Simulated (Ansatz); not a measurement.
The system is C.

```
CELL_PARAMETERS angstrom
2.12732 -1.22828 0.00000
2.12732 1.22828 0.00000
-1.37907 0.00000 3.50283
ATOMIC_POSITIONS crystal
C 0.16664 0.16664 0.99991
C 0.83336 0.83336 0.00009
```

This is a stacking variant of graphite.

Base run:

```yaml
Program: Ansatz 0.2.0
Functional: RPBE
Potentials_or_basis: Ansatz PAW
Cutoff: "420 eV (not typed: the program's choice for these potentials)"
k_mesh: 13 × 13 × 8
Occupations: fermi-dirac, width 0.05 eV
Spin: no spin polarisation
```

Its results: pressure 7.7 GPa; largest force 0.005 eV/Å.

Problem. The run is repeated on the same cell with these changes: functional from RPBE to revPBE. What comes out?

Solution. Pressure 6.8 GPa; largest force 0.005 eV/Å.

Caveats: this functional lacks dispersion, which binds the layers, so the pressure and a relaxed spacing across them are unreliable; the PAW data sets come from PBE, with cores solved anew for the run's functional, which leaves a small shift of forces and pressure.
